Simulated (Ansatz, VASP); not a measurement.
## Two plane-wave programs on Rh

INCAR

```
SYSTEM = Rh
ALGO = Fast
EDIFF = 1E-7
ENCUT = 520
GGA = PE
ISIF = 2
ISMEAR = 1
LASPH = .True.
LCHARG = .False.
LREAL = .False.
LWAVE = .False.
NBANDS = 14
NELM = 80
PREC = Accurate
SIGMA = 0.02
```

The input KPOINTS:

```
k-points
0
Gamma
  22 22 22
  0 0 0
```

Contents of POSCAR:

```
Rh
1.0
    0.0000000000      1.8540112500      1.8064725000
    1.8540112500      0.0000000000      1.8064725000
    1.8540112500      1.8540112500      0.0000000000
Rh
1
Direct
    0.0000000000      0.0000000000      0.0000000000
```

Input for Ansatz:

```yaml
crystal:
  lattice:
    - [0.0, 1.85401125, 1.8064725]
    - [1.85401125, 0.0, 1.8064725]
    - [1.85401125, 1.85401125, 0.0]
  atoms:
    - { symbol: Rh, position: [0.0, 0.0, 0.0] }
basis:
  ecutwfc: 420
kpoints:
  mp_grid: { grid: [22, 22, 22] }
hamiltonian:
  xc: pbe
scf:
  occupations: { method: cold, width: 0.02 }
output:
  forces: true
  stress: true
  eigenvalues: true
```

Change from the starting cell: strain -0.025 along x and y, -0.050 along z, atoms carried along.

Alike in both runs: task single point; functional PBE; k mesh 22 × 22 × 22; no spin polarisation.

|  | VASP | Ansatz |
| --- | --- | --- |
| version | VASP 6.6.1 | Ansatz 0.2.0 |
| potentials or method | VASP PAW PBE potentials, release 64 (Rh_pv) | scalar-relativistic, plane waves, PAW |
| plane-wave cutoff (eV) | 520 | 420 |
| occupations | methfessel-paxton of order 1, width 0.02 eV | cold, width 0.02 eV |
| valence electrons in the cell | 15 | 17 |

```csv
,VASP,Ansatz,Ansatz less VASP
gap on the k mesh at the Fermi level (eV),none,none,-
pressure (GPa),43.6,43.5,-0.10
largest component of the traceless stress (GPa),5.37,5.37,+0.006
```

A gap of «none» marks a metal or a gap that the smearing closes. The two sets of potentials don't hold the same shells in valence.

Caveats: so large a pressure means that the cell lies far from this level's equilibrium, or that cutoff or potentials fall short (VASP).
